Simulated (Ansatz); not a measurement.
The calculation used Ansatz, DFT PBE, scalar-relativistic, plane waves, PAW. Settings: cutoff 420 eV, Γ-centred meshes spaced at most about 0.3 Å⁻¹ (2π included), Gaussian smearing. No spin polarisation.

These are static total energies at zero pressure.

Two forms of Ga₄AsP₃ were relaxed alike.

A.

Space group Amm2 (No. 38). a = 3.934 Å, b = 7.870 Å, c = 11.128 Å, α = 90.00°, β = 90.00°, γ = 90.00°
```
atom  site  symmetry       x       y       z
  Ga    2a       mm2  0.0000  0.5000  0.4951
  Ga    4e       m..  0.5000  0.2551  0.2522
  Ga    2a       mm2  0.0000  0.5000  0.0003
   P    4d       m..  0.0000  0.7499  0.8750
   P    2b       mm2  0.5000  0.5000  0.1250
  As    2b       mm2  0.5000  0.5000  0.6252
```

B.

Space group P3m1 (No. 156). a = 3.922 Å, b = 3.922 Å, c = 12.937 Å, α = 90.00°, β = 90.00°, γ = 120.00°
| atom | site | symmetry | x | y | z |
| --- | --- | --- | --- | --- | --- |
| Ga | 1c | 3m. | 0.6667 | 0.3333 | 0.5059 |
| Ga | 1c | 3m. | 0.6667 | 0.3333 | 0.9983 |
| Ga | 1a | 3m. | 0.0000 | 0.0000 | 0.2444 |
| Ga | 1a | 3m. | 0.0000 | 0.0000 | 0.7518 |
| P | 1c | 3m. | 0.6667 | 0.3333 | 0.1836 |
| P | 1c | 3m. | 0.6667 | 0.3333 | 0.6906 |
| P | 1a | 3m. | 0.0000 | 0.0000 | 0.9370 |
| As | 1a | 3m. | 0.0000 | 0.0000 | 0.4365 |

**Question.** Which would you expect to be lower, and how large is the difference?

**Answer.** A is lower, by 9 meV/atom. A has P and As ordered on zinc blende sites, space group Amm2 (No. 38), 21.5 Å³/atom and a gap of 1.10 eV on its mesh; B has P and As ordered on wurtzite sites, space group P3m1 (No. 156), 21.5 Å³/atom and a gap of 0.93 eV. Counting As or P atoms around Ga (for each partner element, those within 1.25 times its shortest distance or 1.15 times the sum of covalent radii, where it is the nearest in units of that sum or under 1.3), A and B both have Ga 4. Both come from invented guesses.

Kohn–Sham gaps at this level usually fall short of measured ones. Cells relaxed within their symmetry can be saddle points.
